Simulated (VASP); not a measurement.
Crystal: SnO2 (Cassiterite).

```
Sn O
1.0
     4.73800    0.00000    0.00000
     0.00000    4.73800    0.00000
     0.00000    0.00000    3.18650
Sn O
2 4
Direct
  0.00000 0.00000 0.00000
  0.50000 0.50000 0.50000
  0.30710 0.30710 0.00000
  0.19290 0.80710 0.50000
  0.69290 0.69290 0.00000
  0.80710 0.19290 0.50000
```

```yaml
Program: VASP 6.6.1
Task: relaxation of cell and atoms
Functional: r2SCAN
Potentials_or_basis: VASP PAW PBE potentials, release 64 (Sn_d, O)
Cutoff: 600 eV
k_mesh: 6 × 6 × 8
Occupations: gaussian, width 0.03 eV
Spin: no spin polarisation
```

At the start: pressure 4.3 GPa; volume 11.92 Å³/atom.

Task: How do energy, volume and symmetry change on relaxing?

Result: Over 5 steps the energy falls by 3.6 meV/atom and the volume is 12.13 Å³/atom (+1.8 %); space group P4_2/mnm (No. 136, to 0.05 Å).

Step by step:
```
step  energy change (eV)  largest force (eV/Å)  pressure (GPa)  volume (Å³)
   1              0.0000                0.2774            4.34        71.53
   2              0.0242                0.2134           -6.12        74.93
   3             -0.0214                0.0596           -0.18        72.88
   4             -0.0214                0.0620           -0.08        72.86
   5             -0.0219                0.0085            0.03        72.80
```

Final structure:
```
CELL_PARAMETERS angstrom
4.76322 0.00000 0.00000
0.00000 4.76322 0.00000
0.00000 0.00000 3.20854
ATOMIC_POSITIONS crystal
Sn 0.00000 0.00000 0.00000
Sn 0.50000 0.50000 0.50000
O 0.30591 0.30591 0.00000
O 0.19409 0.80591 0.50000
O 0.69409 0.69409 0.00000
O 0.80591 0.19409 0.50000
```

Caveat: the PAW data sets were made with another functional, which shifts forces and pressure a little.
